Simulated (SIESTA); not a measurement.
Runs of SIESTA 5.4.2 on TiSe. It takes space group P6_3/mmc (No. 194, hexagonal). The conventional cell has a = 3.559 Å, b = 3.559 Å, c = 6.220 Å, α = 90.00°, β = 90.00°, γ = 120.00°. Se (site symmetry -6m2) is surrounded by 6 Ti at 2.58 Å. Around Ti (site symmetry -3m) lie 6 Se at 2.58 Å. 

```tsv
task	level	potentials or basis	gap on the mesh (eV)	pressure (GPa)	V0 of scaled cells (Å³/atom)	B0 (GPa)
equation of state	LDA	PseudoDojo 0.4 standard (LDA files), DZP (energy shift 0.003 Ry; two zetas on semicore shells)	-	-	16.92	(a)
band structure	LDA	PseudoDojo 0.4 standard (LDA files), DZP (energy shift 0.003 Ry; two zetas on semicore shells)	none	-1.1	-	-
equation of state	PBEsol	PseudoDojo 0.4 standard (PBEsol files), DZP (energy shift 0.003 Ry; two zetas on semicore shells)	-	-	17.36	123
band structure	PBEsol	PseudoDojo 0.4 standard (PBEsol files), DZP (energy shift 0.003 Ry; two zetas on semicore shells)	none	(b)	-	-
```

Alike in all rows: no spin polarisation; cell as given; k mesh 9 × 9 × 5; smearing fermi-dirac 0.05 eV; grid cutoff 800 Ry; energy shift 0.003 Ry.

**Question.** Fill in the values left out.

**Answer.** (a) 131; (b) 2.2.

Caveats: the basis of atomic orbitals isn't converged, which shifts pressures, moduli and gaps; the cell was scaled at fixed shape and fractional positions, which overstates the stiffness of a crystal with free parameters, most of all of layers and chains (some runs).

A k mesh can miss the band edges, and the runs leave out spin-orbit coupling on Se.

A gap of «none» marks a metal or a gap under the smearing width.

Not every run made on this cell is shown here.
